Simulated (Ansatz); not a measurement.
ZrS:

```
Zr S
1.0
     0.00000    2.62500    2.62500
     2.62500    0.00000    2.62500
     2.62500    2.62500    0.00000
Zr S
1 1
Direct
  0.00000 0.00000 0.00000
  0.50000 0.50000 0.50000
```

Base run:

* Program: Ansatz 0.2.0
* Functional: PBEsol
* Potentials or basis: all-electron LAPW, scalar-relativistic
* Cutoff: 212 eV (chosen from the basis error)
* Basis error allowed: 0.001 eV/atom
* k mesh: 9 × 9 × 9
* Occupations: fermi-dirac, width 0.05 eV
* Spin: no spin polarisation

Its results: band gap on the k mesh none (metal or under the smearing width); pressure -6.4 GPa.

Question: The run is repeated on the same cell with these changes: hubbard terms from none to Zr d U = 8 eV. What comes out?

Answer: Band gap on the k mesh none (metal or under the smearing width); pressure 3.8 GPa.

Caveats: U is the effective U less J, on atomic orbitals that reach past the spheres (some runs); U without spin polarisation on a metal has little footing (some runs).
